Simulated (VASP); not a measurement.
# AlAs (F-43m) in VASP: notebook

One crystal, AlAs, is run at these levels: PBE; tasks: G0W0 quasiparticle levels, evGW0 quasiparticle levels.

Program: VASP 6.6.1. These are calculated values, not measurements. Logs are shortened: lines on timing, memory, paths and dates and some standing lists are left out, and cuts for length are marked.

## 1. Starting point

It takes space group F-43m (No. 216, cubic). Conventional cell: a = 5.682 Å, b = 5.682 Å, c = 5.682 Å, α = 90.00°, β = 90.00°, γ = 90.00°. Al (site symmetry -43m) is surrounded by 4 As at 2.46 Å. As (site symmetry -43m) has 4 Al at 2.46 Å as nearest neighbours.

## 2. G0W0 quasiparticle levels, PBE

File POSCAR:

```
AlAs                                    
1.0
    0.0000000000      2.8408844733      2.8408844733
    2.8408844733      0.0000000000      2.8408844733
    2.8408844733      2.8408844733      0.0000000000
  Al              As            
     1     1
Direct
     0.0000000000000000    0.0000000000000000    0.0000000000000000
     0.2500000000000000    0.2500000000000000    0.2500000000000000
```

File INCAR.step1:

```
SYSTEM = AlAs
ALGO = Fast
EDIFF = 1E-8
ENCUT = 500
GGA = PE
ISMEAR = 0
KPAR = 4
LASPH = .TRUE.
LCHARG = .FALSE.
LREAL = .FALSE.
LWAVE = .TRUE.
NELM = 80
PREC = Accurate
SIGMA = 0.01
```

File INCAR.step2:

```
SYSTEM = AlAs
ALGO = Exact
EDIFF = 1E-8
ENCUT = 500
GGA = PE
ISMEAR = 0
ISTART = 1
KPAR = 4
LASPH = .TRUE.
LCHARG = .FALSE.
LOPTICS = .TRUE.
LREAL = .FALSE.
LWAVE = .TRUE.
NBANDS = 174
NELM = 1
PREC = Accurate
SIGMA = 0.01
```

File INCAR.step3:

```
SYSTEM = AlAs
ALGO = EVGW0
EDIFF = 1E-8
ENCUT = 500
ENCUTGW = 150
GGA = PE
ISMEAR = 0
ISTART = 1
KPAR = 4
LASPH = .TRUE.
LCHARG = .FALSE.
LREAL = .FALSE.
LWAVE = .FALSE.
NBANDS = 174
NBANDSGW = 12
NELMGW = 1
NOMEGA = 48
PREC = Accurate
PRECFOCK = Fast
SIGMA = 0.01
```

File KPOINTS:

```
k-points
0
G
  4 4 4
  0 0 0
```

Potentials or basis: VASP PAW PBE potentials, release 64 (Al_GW, As_GW).

The run is started by

```bash
$ cat potpaw_PBE.64/Al_GW/POTCAR potpaw_PBE.64/As_GW/POTCAR > POTCAR
$ cp INCAR.step1 INCAR
$ mpirun -np 4 vasp_std > vasp.out
$ cp INCAR.step2 INCAR
$ mpirun -np 4 vasp_std > vasp.out
$ cp INCAR.step3 INCAR
$ mpirun -np 4 vasp_std > vasp.out
```

OUTCAR:

```text
SYSTEM = AlAs
   EDIFF = 1E-8
   ENCUT = 500
   ENCUTGW = 150
   GGA = PE
   ISMEAR = 0
   ISTART = 1
   LASPH = .TRUE.
   LREAL = .FALSE.
   NELMGW = 1
   PREC = Accurate
   PRECFOCK = Fast

 ion  position               nearest neighbor table
   1  0.000  0.000  0.000-   2 2.46   2 2.46   2 2.46   2 2.46
   2  0.250  0.250  0.250-   1 2.46   1 2.46   1 2.46   1 2.46

  LATTYP: Found a face centered cubic cell.
 ALAT       =     5.6817689466

  Lattice vectors:

 A1 = (   0.0000000000,   2.8408844733,   2.8408844733)
 A2 = (   2.8408844733,   0.0000000000,   2.8408844733)
 A3 = (   2.8408844733,   2.8408844733,   0.0000000000)

Analysis of symmetry for initial positions (statically):
=====================================================================
 Subroutine PRICEL returns:
 Original cell was already a primitive cell.

 Routine SETGRP: Setting up the symmetry group for a
 face centered cubic supercell.

 Subroutine GETGRP returns: Found 24 space group operations
 (whereof 24 operations were pure point group operations)
 out of a pool of 48 trial point group operations.

The static configuration has the point symmetry T_d .

Analysis of symmetry for dynamics (positions and initial velocities):
=====================================================================
 Subroutine PRICEL returns:
 Original cell was already a primitive cell.

 Routine SETGRP: Setting up the symmetry group for a
 face centered cubic supercell.

 Subroutine GETGRP returns: Found 24 space group operations
 (whereof 24 operations were pure point group operations)
 out of a pool of 48 trial point group operations.

The dynamic configuration has the point symmetry T_d .

 Subroutine INISYM returns: Found 24 space group operations
 (whereof 24 operations are pure point group operations),
 and found     1 'primitive' translations

----------------------------------------------------------------------------------------

                                     Primitive cell

  volume of cell :      45.8554

  direct lattice vectors                    reciprocal lattice vectors
     0.000000000  2.840884473  2.840884473    -0.176001525  0.176001525  0.176001525
     2.840884473  0.000000000  2.840884473     0.176001525 -0.176001525  0.176001525
     2.840884473  2.840884473  0.000000000     0.176001525  0.176001525 -0.176001525

  length of vectors
     4.017617351  4.017617351  4.017617351     0.304843584  0.304843584  0.304843584

  position of ions in fractional coordinates (direct lattice)
     0.000000000  0.000000000  0.000000000
     0.250000000  0.250000000  0.250000000

  ion indices of the primitive-cell ions
   primitive index   ion index
                 1           1
                 2           2

----------------------------------------------------------------------------------------

 KPOINTS: k-points

Automatic generation of k-mesh.
 Grid dimensions read from file:
 generate k-points for:    4    4    4

 Generating k-lattice:

  Cartesian coordinates                     Fractional coordinates (reciprocal lattice)
    -0.044000381  0.044000381  0.044000381     0.250000000  0.000000000  0.000000000
     0.044000381 -0.044000381  0.044000381     0.000000000  0.250000000  0.000000000
     0.044000381  0.044000381 -0.044000381     0.000000000  0.000000000  0.250000000

  Length of vectors
     0.076210896  0.076210896  0.076210896

  Shift w.r.t. Gamma in fractional coordinates (k-lattice)
     0.000000000  0.000000000  0.000000000

 Subroutine IBZKPT returns following result:
 ===========================================

 Found      8 irreducible k-points:

 Following reciprocal coordinates:
            Coordinates               Weight
  0.000000  0.000000  0.000000      1.000000
  0.250000  0.000000  0.000000      8.000000
  0.500000  0.000000  0.000000      4.000000
  0.250000  0.250000  0.000000      6.000000
  0.500000  0.250000  0.000000     24.000000
 -0.250000  0.250000  0.000000     12.000000
  0.500000  0.500000  0.000000      3.000000
 -0.250000  0.500000  0.250000      6.000000
   k-points           NKPTS =      8   k-points in BZ     NKDIM =     64   number of bands    NBANDS=    174
   number of dos      NEDOS =    301   number of ions     NIONS =      2
   total plane-waves  NPLWV =  27000
   dimension x,y,z NGX =    30 NGY =   30 NGZ =   30
   dimension x,y,z NGXF=    60 NGYF=   60 NGZF=   60
   ions per type =               1   1
   NGX,Y,Z   is equivalent  to a cutoff of  12.41, 12.41, 12.41 a.u.
   NGXF,Y,Z  is equivalent  to a cutoff of  24.83, 24.83, 24.83 a.u.
 SYSTEM =  AlAs
   PREC   = accura    normal or accurate (medium, high low for compatibility)
   ISTART =      1    job   : 0-new  1-cont  2-samecut
   ICHARG =      0    charge: 1-file 2-atom 10-const
   ISPIN  =      1    spin polarized calculation?
   LNONCOLLINEAR =      F non collinear calculations
   LSORBIT =      F    spin-orbit coupling
   LASPH  =      T    aspherical Exc in radial PAW
   ENCUT  =  500.0 eV  36.75 Ry    6.06 a.u.   7.33  7.33  7.33*2*pi/ulx,y,z
   NELM   =     60;   NELMIN=  2; NELMDL=  0     # of ELM steps
   EDIFF  = 0.1E-07   stopping-criterion for ELM
   LREAL  =      F    real-space projection
   EDIFFG = 0.1E-06   stopping-criterion for IOM
   NSW    =      0    number of steps for IOM
   IBRION =     -1    ionic relax: 0-MD 1-quasi-New 2-CG
   NFREE  =      0    steps in history (QN), initial steepest desc. (CG)
   ISIF   =      0    stress and relaxation
   ISYM   =      3    0-nonsym 1-usesym 2-fastsym
   POTIM  = 0.5000    time-step for ionic-motion
   TEBEG  =    0.0;   TEEND  =   0.0 temperature during run
   PSTRESS=    0.0 pullay stress
   NELECT =       8.0000    total number of electrons
   NUPDOWN=      -1.0000    fix difference up-down
   EMIN   =  10.00;   EMAX   =-10.00  energy-range for DOS
   EFERMI =   0.00;   METHOD = LEGACY
   ISMEAR =     0;   SIGMA  =   0.01  broadening in eV -4-tet -1-fermi 0-gaus
   EFERMI_NEDOS =   21; number of points for ismear=-14 and -15
   IALGO  =     38    algorithm
   IMIX   =      4    mixing-type and parameters
     AMIX     =   0.40;   BMIX     =  1.00
     AMIX_MAG =   1.60;   BMIX_MAG =  1.00
  volume/ion in A,a.u.               =      22.93       154.72
  Fermi-wavevector in a.u.,A,eV,Ry     =   0.914762  1.728649 11.385202  0.836789
  Thomas-Fermi vector in A             =   2.039426
   LORBIT       =      0    0 simple, 1 ext, 2 COOP (PROOUT), +10 PAW based schemes
   GGA     = PE    functional components
   LHFCALC =     T    Hartree Fock is set to
   PRECFOCK=fast      Normal, Fast or Accurate (Low or Medium for compatibility)
   ENCUT4O =  -1.0   cutoff for four orbital integrals eV
   NKREDX  =     1    reduce k-point grid by
   NKREDY  =     1    reduce k-point grid by
   NKREDZ  =     1    reduce k-point grid by
   AEXX    =    1.0000 exact exchange contribution
   HFSCREEN=    0.0000 screening length (either q_TF or 0.3 A-1)
   HFSCREENC=   0.0000 screening length for correlation (either q_TF or 0.3 A-1)
   ENCUTFOCK=  -1.0 apply spherical cutoff to Coloumb kernel
   IVDW    =     0    specifies the selected vdW correction
   LEPSILON=     F    determine dielectric tensor
   LRPA    =     F    only Hartree local field effects (RPA)
   LRPAFORCE           =     F    calculate RPA forces
   ENCUTGW             = 150.0    cutoff for response function in eV
   ENCUTGWSOFT         = 120.0    soft cutoff for Coulomb kernel in GW response function in eV
   ENCUTLF             =  -1.0    cutoff for local field effects
   NELMGW              =     1    number of iterations in solving QP/BSE equation
   NELMHF              =     1    number of iterations in the inner HF iteration
   NKREDLFX            =     1    NKREDLFY  =   1   NKREDLFZ  =   1
 non-spin polarized calculation
 Gauss-broadening in eV      SIGMA  =   0.01
  energy-cutoff  :      500.00
  volume of cell :       45.86
 maximum number of plane-waves:      1211
 NGX is ok and might be reduce to    30
  NGX = 18; NGY = 18; NGZ = 18
   NGX = 15   NGY = 15   NGZ = 15
 maximum number of plane-waves:       200
 NGX is ok and might be reduce to    18

 QP shifts <psi_nk| G(iteration)W_0 |psi_nk>: iteration 1
 for sc-GW calculations column KS-energies equals QP-energies in previous step
 and V_xc(KS)=  KS-energies - (<T + V_ion + V_H > + <T+V_H+V_ion>^1  + <V_x>^1)

 k-point   1 :       0.0000    0.0000    0.0000
  band No.  KS-energies  QP-energies   sigma(KS)   V_xc(KS)     V^pw_x(r,r')   Z            occupation Imag(sigma)

      1      -8.4303      -8.9836     -11.7315     -10.8823     -17.8549       0.6516       2.0000       1.1185
      2       3.3760       2.7453     -12.0781     -11.2577     -13.2686       0.7686       2.0000       0.0724
      3       3.3760       2.7453     -12.0781     -11.2577     -13.2686       0.7686       2.0000       0.0724
      4       3.3760       2.7453     -12.0781     -11.2577     -13.2686       0.7686       2.0000       0.0724
      5       5.3285       5.7056      -9.4295      -9.9211      -5.5288       0.7670       0.0000      -0.0723
      6       7.6157       7.7586      -8.9264      -9.1170      -4.5359       0.7498       0.0000      -0.1008
      7       7.6157       7.7586      -8.9264      -9.1170      -4.5359       0.7498       0.0000      -0.1008
      8       7.6157       7.7586      -8.9264      -9.1170      -4.5359       0.7498       0.0000      -0.1008
      9      12.1682      12.0921      -7.5740      -7.4733      -2.2287       0.7547       0.0000      -0.2939
     10      12.3399      12.4375      -8.9157      -9.0476      -3.6523       0.7399       0.0000      -0.2343
     11      12.3399      12.4375      -8.9157      -9.0476      -3.6523       0.7399       0.0000      -0.2343
     12      14.7484      14.6286      -7.7416      -7.5814      -1.9910       0.7481       0.0000      -0.5366

 k-point   2 :       0.2500    0.0000    0.0000
  band No.  KS-energies  QP-energies   sigma(KS)   V_xc(KS)     V^pw_x(r,r')   Z            occupation Imag(sigma)
[... 97 lines left out ...]
      1      -6.4518      -6.9099     -12.4882     -11.8292     -17.8511       0.6952       2.0000       0.8312
      2      -1.7056      -2.3820     -10.9590      -9.9921     -14.0143       0.6995       2.0000       0.2281
      3       0.2284      -0.5124     -10.8603      -9.8483     -12.9474       0.7320       2.0000       0.1180
      4       0.5734      -0.1428     -10.7356      -9.7672     -12.5895       0.7396       2.0000       0.0993
      5       7.6858       7.6704      -8.8264      -8.8061      -4.6087       0.7596       0.0000      -0.0998
      6       8.9447       9.1965      -9.6690     -10.0059      -4.9690       0.7473       0.0000      -0.1333
      7       9.0096       9.1786      -8.6705      -8.8974      -3.7160       0.7447       0.0000      -0.1581
      8       9.3981       9.3890      -8.5704      -8.5584      -3.9246       0.7556       0.0000      -0.1331
      9      13.8876      13.9871      -9.5050      -9.6429      -3.3380       0.7217       0.0000      -0.4984
     10      15.5640      15.6958      -9.8930     -10.0727      -3.7324       0.7333       0.0000      -0.5647
     11      15.8741      15.9569      -9.2227      -9.3352      -2.9778       0.7368       0.0000      -0.6482
     12      17.1716      17.3326      -9.4656      -9.6840      -3.2159       0.7369       0.0000      -0.6844
```

It took 58 s on 4 MPI ranks of Intel Xeon Platinum 8488C (Sapphire Rapids), shared host; peak memory 0.47 GiB.

Results:

```yaml
Band_gap_on_the_k_mesh_mean-field_level: 1.43 eV, indirect (least direct gap 1.95 eV)
Quasiparticle_gap: 2.03 eV
Least_direct_quasiparticle_gap: 2.96 eV
```

Levels at points of the mesh, in eV from the valence-band top:
```tsv
k point	band 1	band 2	band 3	band 4	band 5	band 6	band 7	band 8
(0.00, 0.00, 0.00)	-11.81	0.00	0.00	0.00	1.95	4.24	4.24	4.24
(0.50, 0.00, 0.00)	-10.40	-5.54	-0.82	-0.82	2.08	4.64	4.64	7.71
(0.50, 0.50, 0.00)	-9.86	-5.41	-2.16	-2.16	1.43	2.27	10.22	10.22
```

Caveat: the k mesh is coarse (spacing up to 0.48 Å⁻¹), so the values aren't converged; bands, screening cutoff and mesh are small and nothing is extrapolated, so the quasiparticle values aren't converged. A k mesh can miss the band edges.

## 3. EvGW0 quasiparticle levels, PBE

POSCAR is that of step 2.

INCAR.step1 is that of step 2.

INCAR.step2 is that of step 2.

Edit INCAR.step3 of step 2 so:

```diff
@@ -15,3 +15,3 @@
 NBANDSGW = 12
-NELMGW = 1
+NELMGW = 4
 NOMEGA = 48
```

KPOINTS is that of step 2.

Potentials or basis: VASP PAW PBE potentials, release 64 (Al_GW, As_GW).

The run is started by

```bash
$ cat potpaw_PBE.64/Al_GW/POTCAR potpaw_PBE.64/As_GW/POTCAR > POTCAR
$ cp INCAR.step1 INCAR
$ mpirun -np 4 vasp_std > vasp.out
$ cp INCAR.step2 INCAR
$ mpirun -np 4 vasp_std > vasp.out
$ cp INCAR.step3 INCAR
$ mpirun -np 4 vasp_std > vasp.out
```

OUTCAR:

```text
SYSTEM = AlAs
   EDIFF = 1E-8
   ENCUT = 500
   ENCUTGW = 150
   GGA = PE
   ISMEAR = 0
   ISTART = 1
   LASPH = .TRUE.
   LREAL = .FALSE.
   NELMGW = 4
   PREC = Accurate
   PRECFOCK = Fast

 ion  position               nearest neighbor table
   1  0.000  0.000  0.000-   2 2.46   2 2.46   2 2.46   2 2.46
[... 184 lines left out ...]
      1      -8.4303      -8.9836     -11.7315     -10.8823     -17.8549       0.6516       2.0000       1.1185
      2       3.3760       2.7453     -12.0781     -11.2577     -13.2686       0.7686       2.0000       0.0724
      3       3.3760       2.7453     -12.0781     -11.2577     -13.2686       0.7686       2.0000       0.0724
      4       3.3760       2.7453     -12.0781     -11.2577     -13.2686       0.7686       2.0000       0.0724
      5       5.3285       5.7056      -9.4295      -9.9211      -5.5288       0.7670       0.0000      -0.0723
      6       7.6157       7.7586      -8.9264      -9.1170      -4.5359       0.7498       0.0000      -0.1008
      7       7.6157       7.7586      -8.9264      -9.1170      -4.5359       0.7498       0.0000      -0.1008
      8       7.6157       7.7586      -8.9264      -9.1170      -4.5359       0.7498       0.0000      -0.1008
      9      12.1682      12.0921      -7.5740      -7.4733      -2.2287       0.7547       0.0000      -0.2939
     10      12.3399      12.4375      -8.9157      -9.0476      -3.6523       0.7399       0.0000      -0.2343
     11      12.3399      12.4375      -8.9157      -9.0476      -3.6523       0.7399       0.0000      -0.2343
     12      14.7484      14.6286      -7.7416      -7.5814      -1.9910       0.7481       0.0000      -0.5366
[... 490 lines left out ...]
      1      -7.1060      -7.1172     -12.4996       5.3774     -17.8511       0.6903       2.0000       0.7996
      2      -2.5931      -2.6020     -10.8924       8.2865     -14.0143       0.7001       2.0000       0.2376
      3      -0.6923      -0.6991     -10.7783      10.0767     -12.9474       0.7300       2.0000       0.1256
      4      -0.3123      -0.3186     -10.6615      10.3406     -12.5895       0.7372       2.0000       0.1060
      5       7.6580       7.6568      -8.8355      16.4919      -4.6087       0.7612       0.0000      -0.0991
      6       9.2131       9.2121      -9.7388      18.9506      -4.9690       0.7464       0.0000      -0.1409
      7       9.1951       9.1944      -8.7128      17.9070      -3.7160       0.7456       0.0000      -0.1629
      8       9.3862       9.3854      -8.5714      17.9565      -3.9246       0.7569       0.0000      -0.1299
      9      14.0069      14.0067      -9.5238      23.5305      -3.3380       0.7225       0.0000      -0.4996
     10      15.7114      15.7109      -9.9259      25.6367      -3.7324       0.7283       0.0000      -0.5682
     11      15.9698      15.9696      -9.2397      25.2092      -2.9778       0.7334       0.0000      -0.6455
     12      17.3486      17.3484      -9.5073      26.8556      -3.2159       0.7355       0.0000      -0.6963
```

OUTCAR.step1:

```text
SYSTEM = AlAs
   EDIFF = 1E-8
   ENCUT = 500
   GGA = PE
   ISMEAR = 0
   LASPH = .TRUE.
   LREAL = .FALSE.
[... 292 lines left out ...]
      0.00000      0.00000      0.00000        -0.000000      0.000000     -0.000000
      1.42044      1.42044      1.42044         0.000000     -0.000000      0.000000
 -----------------------------------------------------------------------------------
    total drift:                               -0.000000     -0.000000     -0.000000

  FREE ENERGIE OF THE ION-ELECTRON SYSTEM (eV)
  ---------------------------------------------------
  free  energy   TOTEN  =        -9.2754485719 eV

  energy  without entropy=       -9.2754485719  energy(sigma->0) =       -9.27544857
```

OUTCAR.step2:

```text
SYSTEM = AlAs
   EDIFF = 1E-8
   ENCUT = 500
   GGA = PE
[... 691 lines left out ...]
  --------------------------------------------------------------------------------------------------------------
     0.00000    16.31124    16.31124    16.31124    -0.00000    -0.00000     0.00000
     1.71910    26.95836    26.95836    26.95836    -0.00000    -0.00000     0.00000
     3.43819     7.78018     7.78018     7.78018     0.00000    -0.00000     0.00000
     5.15729    -3.62875    -3.62875    -3.62875     0.00000     0.00000    -0.00000
     6.87638    -5.51814    -5.51814    -5.51814    -0.00000     0.00000    -0.00000
     8.59548    -1.89597    -1.89597    -1.89597    -0.00000    -0.00000    -0.00000
[... 92 lines left out ...]
   168.47141     0.98957     0.98957     0.98957     0.00000     0.00000    -0.00000
   170.19051     0.98979     0.98979     0.98979     0.00000     0.00000    -0.00000
```

Wall time 3.5 min (4 MPI ranks of Intel Xeon Platinum 8488C (Sapphire Rapids), shared host); peak memory 0.48 GiB.

What came out:

| Property | Result |
| --- | --- |
| Band gap on the k mesh, mean-field level | 1.43 eV, indirect (least direct gap 1.95 eV) |
| Quasiparticle gap | 2.15 eV |
| Least direct quasiparticle gap | 3.12 eV |

Quasiparticle gap after each update of the energies (eV): 2.03, 2.13, 2.14, 2.15

Caveat: the k mesh is coarse (spacing up to 0.48 Å⁻¹), so the values aren't converged; bands, screening cutoff and mesh are small and nothing is extrapolated, so the quasiparticle values aren't converged.

(Continued in part 2 of 2.)
